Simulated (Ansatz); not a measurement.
# SiGe (P6_3mc) in Ansatz: a series of runs

The runs below take SiGe through relaxation of cell and atoms, with HSE06, PBE0.

Program: Ansatz 0.2.0. These are calculated values, not measurements. Logs are shortened: lines on timing, memory, paths and dates and some standing lists are left out, and cuts for length are marked.

### 1 The crystal as given

Symmetry: P6_3mc, No. 186, hexagonal system. Conventional cell: a = 3.904 Å, b = 3.904 Å, c = 6.451 Å, α = 90.00°, β = 90.00°, γ = 120.00°. Around Ge (site symmetry 3m) lie 4 Si at 2.40 to 2.41 Å. Around Si (site symmetry 3m) lie 4 Ge at 2.40 to 2.41 Å.

The cell comes from a database or a generator and needn't be the stable form of this composition.

### 2 Relaxation of cell and atoms, HSE06

Input file input:

```
crystal:
  lattice:
    - [3.9044512986, 0.0, 0.0]
    - [-1.9522256493, 3.3813540124, 0.0]
    - [0.0, 0.0, 6.450783]
  atoms:
    - { symbol: Ge, position: [0.3333333333, 0.6666666667, 0.000392] }
    - { symbol: Ge, position: [0.6666666667, 0.3333333333, 0.500392] }
    - { symbol: Si, position: [0.3333333333, 0.6666666667, 0.374607] }
    - { symbol: Si, position: [0.6666666667, 0.3333333333, 0.874607] }
hamiltonian:
  xc: hse06
  pseudopotentials: { kind: paw }
kpoints:
  mp_grid: { grid: [6, 6, 4] }
scf:
  occupations: { method: fermi_dirac, width: 0.05 }
output:
  forces: true
  stress: true
  eigenvalues: true
relax:
  f_tol: 0.01
  max_steps: 40
  cell: { stress_tol: 0.05 }
```

Potentials or basis: Ansatz PAW.

Output:

```text
GPUs: using 1 of 1 available (devices: 1).
Engine: ansatz 0.2.0, x86_64-unknown-linux-gnu
Pseudopotentials: kind: paw
Pseudopotential: Ge, paw, valence charge 14, recommended cutoff 420 eV (normal), Ge.paw.azcp
Pseudopotential: Si, paw, valence charge 4, recommended cutoff 420 eV (normal), Si.paw.azcp
Functional definition: HSE06
  parameter a = 0.25
  parameter omega = 0.11/bohr
  exchange = pbe_x - a*pbe_x_sr(omega) + a*exact_x_sr(omega)
  correlation = pbe_c
device memory: the entry about to start is reckoned to put 0.8 GiB on a device that reports 54.3 GiB free (of which the cap on the GPU budget leaves the run 18.0 GiB)
GPU FFT provider: cuFFT
GPU libraries: cuBLAS 13.8.2, cuFFT 12.4.0, cuSOLVER 12.3.4
Crystal: 4 atoms, lattice volume = 85.165 Å³
Basis set: ecut = 420 eV, 1689 PW (Γ), exchange–correlation on 54×54×90 points (8 copies of the dense FFT grid, shifted against one another)
Bands: 22, of which v1, the nominal top of the filled ones, is band 18 counted from 1 (17 counted from 0)
Symmetry: 12 space group operations
Space group: P63mc (ITA 186), of the structure as read, at distance tolerance 4.4e-5 Å
k-points: 21 of 144 (time reversal used)
Non-local potential: Ge, projectors of the file, l = 0: 2, l = 1: 2, l = 2: 3, l = 3: 1
Non-local potential: Si, projectors of the file, l = 0: 2, l = 1: 2, l = 2: 2
PAW form: soft (Blöchl's): semilocal exchange-correlation on the pseudo side does not see the compensation charge
PAW frozen core: Ge, regenerated for the run's functional, and the local potential with it (the file was generated under x = pbe(κ = 0.804, μ = 0.2195149727645171), c = pbe(β = 0.06672455060314922))
PAW frozen core: Si, regenerated for the run's functional, and the local potential with it (the file was generated under x = pbe(κ = 0.804, μ = 0.2195149727645171), c = pbe(β = 0.06672455060314922))
PAW one-centre angular grid: Ge, 590 points (default); XC on 64 Gauss nodes
PAW one-centre angular grid: Si, 110 points (default); XC on 64 Gauss nodes
Initial density: superposition of atomic densities (neutral atoms: chi_scale 0, normalization atom), corrected by the library's trained network
Initial wavefunctions: pseudopotential atomic-orbital guess
GPU buffer pool allocated for 32805 grid points (all kernels)
GPU transforms: local potential and band sums: pruned to the plane-wave sphere, on 25×27×45
Functional: x = pbe(κ = 0.804, μ = 0.2195149727645171), c = pbe(β = 0.06672455060314922), warm-up for x = pbe(κ = 0.804, μ = 0.2195149727645171) + 0.25 (exact − pbe) at short range (hse, ω = 0.20786987370883472 Å⁻¹), c = pbe(β = 0.06672455060314922); HSE06 as pw.x's `hse` composes it (authors' and Libxc's form: `xc: wpbeh`)
SCF iter   1: F=—  HF=-9861.379011 eV  |F-HF|=—  |Δ(HF+E_count)|=         —  Δρ=1.21e-3  dr2=1.14e-3  ethr=1.77e-3  ⟨swp⟩=6.6  Hψ=1931  notcnv=0
preconditioner: auto → none  [insulator: Δε(μ)=0.447 eV  Ē_g=8.088 eV  σ=0.050 eV  W_gap=0.97  n_scr=22 (ndim 8)  ℏωp=16.1 eV  f_vac=0.013  D(μ)=0.02/eV (n_scr^D=0)]
SCF iter   2: F=—  HF=-9861.379634 eV  |F-HF|=—  |Δ(HF+E_count)|=   6.23e-4  Δρ=4.99e-4  dr2=1.50e-4  ethr=3.18e-6  ⟨swp⟩=5.1  Hψ=1442  notcnv=0  defer=5
iter 3 solved again at ethr=3.52e-8 eV; its pass at ethr=4.18e-7 eV (dr2=1.27e-5 eV) is discarded
SCF iter   3: F=—  HF=-9861.379763 eV  |F-HF|=—  |Δ(HF+E_count)|=   1.30e-4  Δρ=1.37e-4  dr2=1.28e-5  ethr=3.52e-8  ⟨swp⟩=2.8  Hψ=1923  notcnv=0
[... 199 lines left out ...]
hybrid SCF converged: 2 outer / 7 inner (+0 warm-up), last move |dexx| = 1.39e-12 eV, tail = 3.75e-11 eV
Stability not checked: this state was not tested for a lower state beside it, because the functional holds exact exchange (a hybrid, or Hartree-Fock), whose exchange loop this test does not read (fock_operator; see scf.lower_state_search)
Free energy (F): -9864.147074 eV
Frozen-core exchange: fock
Harris-Foulkes:  -9864.147074 eV  (|F-HF|=7.28e-12)
Internal energy: -9864.147071 eV  (E = F + TS)
E sigma→0 (E₀):  -9864.147073 eV
Entropy (-TS):   -0.000003 eV (-0.001 meV/atom)
Fermi energy:    7.811085 eV
--- Per-component energies (eV) ---
  E_band       = -385.876570
  E_kinetic    = 301.885310
  E_local      = -5311.588869  (includes V_loc(G=0)·N_el)
  E_nonlocal   = 890.533644
  E_hartree    = 2339.344128
  E_xc         = -211.611186
  E_vxc        = -180.178534  (∫ρ·V_xc dr)
  E_exx        = -120.180180  (= α·E_x^exact, valence–valence)
  E_paw        = -4999.120181  (= ΣΔE_a)
  E_vpaw       = -524.856687  (= ΣTr[D̂ρ^β])
  E_aug_tail   = 0.000687  (compensation charges beyond the density's cutoff)
  E_ewald      = -2752.561445
  E_core_change = -0.848980  (= ΣΔE_core)
  E_smearing   = -0.000003  (= −TS)
  E_closure    = -0.000000  (closes the sum)
  Σ components = -9864.147074   (vs F -9864.147074, Δ=1.82e-12)
--- Forces (eV/Å), atoms counted from 1 ---
  atom   1  Ge     0.00000000    -0.00000000     0.00311260
  atom   2  Ge    -0.00000000     0.00000000     0.00311260
  atom   3  Si     0.00000000    -0.00000000    -0.00311152
  atom   4  Si    -0.00000000     0.00000000    -0.00311152
  max |Σ_I F_I| component: 2.16e-6 eV/Å
--- Stress (GPa, compression-positive) ---
        0.007683       0.000000       0.000000
        0.000000       0.007683       0.000000
        0.000000       0.000000      -0.010546
  P = ⅓ Tr σ = 0.0016 GPa (0.016 kbar)
--- Band table (eV; the first three rows and the last of 21) ---
  k-point 0: bands = ["-20.3192", "-20.3190", "-20.3146", "-20.3146", "-20.3117", "-20.3117", "-20.2878", "-20.2878", "-20.2844", "-20.2844", "-6.5685", "-4.1724", "-0.8342", "5.6222", "5.6222", "7.0394", "7.3415", "7.3415", "8.4092", "9.6767", "10.0737", "10.0737"]
  k-point 1: bands = ["-20.3192", "-20.3190", "-20.3142", "-20.3142", "-20.3122", "-20.3122", "-20.2873", "-20.2873", "-20.2849", "-20.2849", "-6.3530", "-4.8002", "0.2350", "5.0863", "5.8014", "5.8014", "6.9671", "6.9671", "8.6280", "10.1707", "10.4309", "10.4309"]
  k-point 2: bands = ["-20.3191", "-20.3191", "-20.3132", "-20.3132", "-20.3132", "-20.3132", "-20.2861", "-20.2861", "-20.2861", "-20.2861", "-5.7260", "-5.7260", "2.4538", "2.4538", "6.3024", "6.3024", "6.3024", "6.3024", "9.2626", "9.2626", "11.1822", "11.1822"]
  k-point 20: bands = ["-20.3181", "-20.3181", "-20.3096", "-20.3096", "-20.3095", "-20.3095", "-20.2856", "-20.2856", "-20.2855", "-20.2855", "-2.9948", "-2.9948", "-1.1900", "-1.1900", "2.4850", "2.4850", "5.0903", "5.0903", "9.3880", "9.3880", "11.8653", "11.8653"]
--- Relaxed structure (3 steps of the walk, 3 accepted, 1 SCFs on fresh bases) ---
  F+E_penalty+E_count = -9864.14707399 eV   max|allowed force component| = 3.112e-3 eV/Å   (the final SCF, on the basis selected at the relaxed cell)
  cell:  # Å, volume = 85.4889 Å³
    - [3.9118009282133546, 0.0, 1.7091471986239198e-34]
    - [-1.9559004641066773, 3.387718978380312, -9.162471365125983e-35]
    - [3.7650489489189604e-34, -4.7063111861487004e-35, 6.450979242700027]
  atoms:
    - { symbol: Ge, position: [0.33333333333333326, 0.6666666666666665, 0.0002781196934630795] }
    - { symbol: Ge, position: [0.6666666666666666, 0.33333333333333326, 0.500278119693463] }
    - { symbol: Si, position: [0.33333333333333326, 0.6666666666666665, 0.37472088030653694] }
    - { symbol: Si, position: [0.6666666666666666, 0.33333333333333326, 0.8747208803065368] }
```

Run time: 2.1 min. Hardware: 1 × NVIDIA H100 80GB HBM3 with 2 threads of AMD EPYC 7R13 (Zen 3), shared host; peak memory 3.1 GiB.

Results:

| Item | Value |
| --- | --- |
| Free energy | -9864.1471 eV |
| Relaxed volume | 21.37 Å³/atom |
| Relaxed cell | a = 3.912 Å, b = 3.912 Å, c = 6.451 Å, α = 90.00°, β = 90.00°, γ = 120.00° |
| Space group after relaxing (to 0.05 Å) | P6_3mc (No. 186) |
| Energy gained by relaxing | 0.1 meV/atom |
| Ionic steps | 4 |
| Pressure after relaxing | 0.0 GPa |
| Largest force after relaxing | 0.003 eV/Å |
| Band gap on the k mesh | 0.98 eV, indirect (least direct gap 1.07 eV) |

Forces in eV/Å, atoms in the order of the input:
```
Ge   0.000  0.000  0.003
Ge   0.000  0.000  0.003
Si   0.000  0.000 -0.003
Si   0.000  0.000 -0.003
```

The path:
```
step  energy change (eV)  largest force (eV/Å)  volume (Å³)
   1              0.0000                0.0043        85.17
   2             -0.0003                0.0178        85.45
   3             -0.0004                0.0031        85.49
   4             -0.0004                0.0031        85.49
```

Final structure:
```xyz
4
Lattice="3.9118 0.0000 0.0000 -1.9559 3.3877 0.0000 0.0000 0.0000 6.4510" Properties=species:S:1:pos:R:3 pbc="T T T"
Ge    0.0000    2.2585    0.0018
Ge    1.9559    1.1292    3.2273
Si    0.0000    2.2585    2.4173
Si    1.9559    1.1292    5.6428
```

Caveat: the plane-wave basis is chosen anew once the cell has moved, so the energies of steps on either side of that aren't comparable; the PAW data sets come from PBE, with cores solved anew for the run's functional, which leaves a small shift of forces and pressure. A k mesh can miss the band edges.

### 3 Relaxation of cell and atoms, PBE0

Changes to input since step 2:

```diff
@@ -11,3 +11,3 @@
 hamiltonian:
-  xc: hse06
+  xc: pbe0
   pseudopotentials: { kind: paw }
```

Potentials or basis: Ansatz PAW.

Run time: 70 s. Hardware: 1 × NVIDIA H100 80GB HBM3 with 2 threads of AMD EPYC 7R13 (Zen 3), shared host; peak memory 3.2 GiB.

Results (log left out):

```
Free energy                            : -9864.4814 eV
Relaxed volume                         : 21.32 Å³/atom
Relaxed cell                           : a = 3.908 Å, b = 3.908 Å, c = 6.446 Å, α = 90.00°, β = 90.00°, γ = 120.00°
Space group after relaxing (to 0.05 Å) : P6_3mc (No. 186)
Energy gained by relaxing              : 0.0 meV/atom
Ionic steps                            : 4
Pressure after relaxing                : 0.0 GPa
Largest force after relaxing           : 0.004 eV/Å
Band gap on the k mesh                 : 1.62 eV, indirect (least direct gap 1.71 eV)
```

Forces in eV/Å, atoms in the order of the input:
```
Ge   0.000  0.000  0.004
Ge   0.000  0.000  0.004
Si   0.000  0.000 -0.004
Si   0.000  0.000 -0.004
```

Step by step:
| step | energy change (eV) | largest force (eV/Å) | volume (Å³) |
| --- | --- | --- | --- |
| 1 | 0.0000 | 0.0071 | 85.17 |
| 2 | -0.0001 | 0.0162 | 85.28 |
| 3 | -0.0001 | 0.0037 | 85.28 |
| 4 | -0.0001 | 0.0036 | 85.28 |

Final structure:
```
CELL_PARAMETERS angstrom
3.90850 0.00000 0.00000
-1.95425 3.38486 0.00000
0.00000 0.00000 6.44634
ATOMIC_POSITIONS crystal
Ge 0.33333 0.66667 0.00030
Ge 0.66667 0.33333 0.50030
Si 0.33333 0.66667 0.37469
Si 0.66667 0.33333 0.87469
```

Levels at points of the mesh, in eV from the valence-band top:
```
             k point  band 14  band 15  band 16  band 17  band 18  band 19  band 20  band 21  band 22
  (0.00, 0.00, 0.00)    -1.74    -1.74    -0.29     0.00     0.00     1.71     2.98     3.39     3.39
 (0.00, 0.00, -0.50)    -4.99    -1.06    -1.06    -1.06    -1.06     2.57     2.57     4.52     4.52
 (0.00, -0.50, 0.00)    -7.09    -5.24    -3.50    -3.25    -1.68     1.62     3.39     4.59     4.77
(0.00, -0.50, -0.50)    -8.45    -2.81    -2.81    -2.77    -2.77     1.91     1.91     3.12     3.12
```

Caveat: the plane-wave basis is chosen anew once the cell has moved, so the energies of steps on either side of that aren't comparable; the PAW data sets come from PBE, with cores solved anew for the run's functional, which leaves a small shift of forces and pressure. A k mesh can miss the band edges.
